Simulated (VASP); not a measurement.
A run of VASP 6.6.1 is set up as follows.

The input INCAR:

```
SYSTEM = SnSe2
  PREC = Accurate
  ENCUT = 520
  EDIFF = 1E-6
  ISMEAR = -1
  SIGMA = 0.05
  LREAL = .FALSE.
  LASPH = .TRUE.
  NELM = 100
  ALGO = Normal
  ISIF = 2
  LWAVE = .FALSE.
  LCHARG = .FALSE.
  GGA = AM
```

KPOINTS

```
regular mesh
0
G
  8 8 5
  0 0 0
```

Contents of POSCAR:

```
SnSe2
1.0
    3.8110000000      0.0000000000      0.0000000000
   -1.9055000000      3.3004228138      0.0000000000
    0.0000000000      0.0000000000      6.1360000000
Sn Se
1 2
Direct
    0.0000000000      0.0000000000      0.0000000000
    0.6666666667      0.3333333333      0.7510000000
    0.3333333333      0.6666666667      0.2490000000
```

Contents of KPOINTS_OPT:

```
path GMKGALHA,LM,KH
10
line-mode
reciprocal
 0.0000000000  0.0000000000  0.0000000000  G
 0.5000000000  0.0000000000  0.0000000000  M

 0.5000000000  0.0000000000  0.0000000000  M
 0.3333333333  0.3333333333  0.0000000000  K

 0.3333333333  0.3333333333  0.0000000000  K
 0.0000000000  0.0000000000  0.0000000000  G

 0.0000000000  0.0000000000  0.0000000000  G
 0.0000000000  0.0000000000  0.5000000000  A

 0.0000000000  0.0000000000  0.5000000000  A
 0.5000000000  0.0000000000  0.5000000000  L

 0.5000000000  0.0000000000  0.5000000000  L
 0.3333333333  0.3333333333  0.5000000000  H

 0.3333333333  0.3333333333  0.5000000000  H
 0.0000000000  0.0000000000  0.5000000000  A

 0.5000000000  0.0000000000  0.5000000000  L
 0.5000000000  0.0000000000  0.0000000000  M

 0.3333333333  0.3333333333  0.0000000000  K
 0.3333333333  0.3333333333  0.5000000000  H
```

Potentials or basis: VASP PAW PBE potentials, release 64 (Sn_d, Se).

The run is started by

```bash
$ cat potpaw_PBE.64/Sn_d/POTCAR potpaw_PBE.64/Se/POTCAR > POTCAR
$ mpirun -np 1 vasp_std > vasp.out
```

(1) Estimate the pressure.

(2) Predict the largest force.

(3) Predict the band gap on the k mesh.

(4) What does it give for the band gap along the path?

## Answers

(1) 2.9 GPa.

(2) 0.525 eV/Å.

(3) 0.77 eV, indirect (least direct gap 1.07 eV).

(4) 0.69 eV, indirect (least direct gap 1.07 eV).

Caveat: the PAW data sets were made with another functional, which shifts forces and pressure a little; spin-orbit coupling is left out, which moves the levels of the heavy elements; the mesh misses the band edges, which the band path finds closer together; this functional lacks dispersion, which binds the layers, so the pressure and a relaxed spacing across them are unreliable.
